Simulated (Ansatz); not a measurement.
# AlRu: energies, forces and stress near the listed structure

A set of self-consistent runs on AlRu under moves of single atoms, further strains and shifts, to map its energy surface near the listed cell.

Method: DFT PBE, scalar-relativistic, plane waves, PAW, in Ansatz 0.2.0.

1 further run of the same task is left out (set aside as unsound or not needed).

**1. Starting point**

The structure is cubic, space group Pm-3m (No. 221). Conventional cell: a = 2.992 Å, b = 2.992 Å, c = 2.992 Å, α = 90.00°, β = 90.00°, γ = 90.00°. Around Al (site symmetry m-3m) lie 8 Ru at 2.59 Å. Ru (site symmetry m-3m) has 8 Al at 2.59 Å as nearest neighbours.

As a file:

```xyz
2
Lattice="2.9916 0.0000 0.0000 0.0000 2.9916 0.0000 0.0000 0.0000 2.9916" Properties=species:S:1:pos:R:3 pbc="T T T"
Al    0.0000    0.0000    0.0000
Ru    1.4958    1.4958    1.4958
```

The structure comes from the Crystallography Open Database.

**2. A single atom displaced**

Against the listed cell: atom 2 (Ru) moved by 0.38 Å.

Contents of input.yaml:

```yaml
crystal:
  lattice:
    - [2.9916, 0.0, 0.0]
    - [0.0, 2.9916, 0.0]
    - [0.0, 0.0, 2.9916]
  atoms:
    - { symbol: Al, position: [0.0, 0.0, 0.0] }
    - { symbol: Ru, position: [0.532009627, 0.5882905469, 0.5830258056] }
basis:
  ecutwfc: 420
kpoints:
  mp_grid: { grid: [12, 12, 12] }
hamiltonian:
  xc: pbe
scf:
  occupations: { method: gaussian, width: 0.1 }
output:
  forces: true
  stress: true
  eigenvalues: true
  populations: true
```

**3. A distortion of lower symmetry**

Contents of input.yaml:

```yaml
crystal:
  lattice:
    - [2.977718976, 0.0, 0.0]
    - [0.0, 2.977718976, 0.0]
    - [0.0, 0.0, 2.932844976]
  atoms:
    - { symbol: Al, position: [0.0, 0.0, 0.0] }
    - { symbol: Ru, position: [0.5, 0.5, 0.5] }
basis:
  ecutwfc: 420
kpoints:
  mp_grid: { grid: [12, 12, 12] }
hamiltonian:
  xc: pbe
scf:
  occupations: { method: gaussian, width: 0.1 }
output:
  forces: true
  stress: true
  eigenvalues: true
```

Before running it: what results should come out? Wanted: for each run, case; energy; pressure; largest force.

The runs gave:

| step | case | energy (meV/atom) | pressure (GPa) | largest force (eV/Å) | gap on the mesh (eV) |
| --- | --- | --- | --- | --- | --- |
| 2 | a single atom displaced | +0.0 | 13.6 | 3.60 | 0.00 |
| 3 | a distortion of lower symmetry | -289.8 | 9.1 | 0.00 | 0.00 |

Energies are counted from step 2, with the smearing taken to zero. A gap of 0.00 means none on the mesh at this level.

In words: Among the distorted cells of the listed formula and level the largest force, 3.60 eV/Å, comes in step 2, shared by 2 atoms. The distorted cells of the listed formula and level show no gap on the mesh.
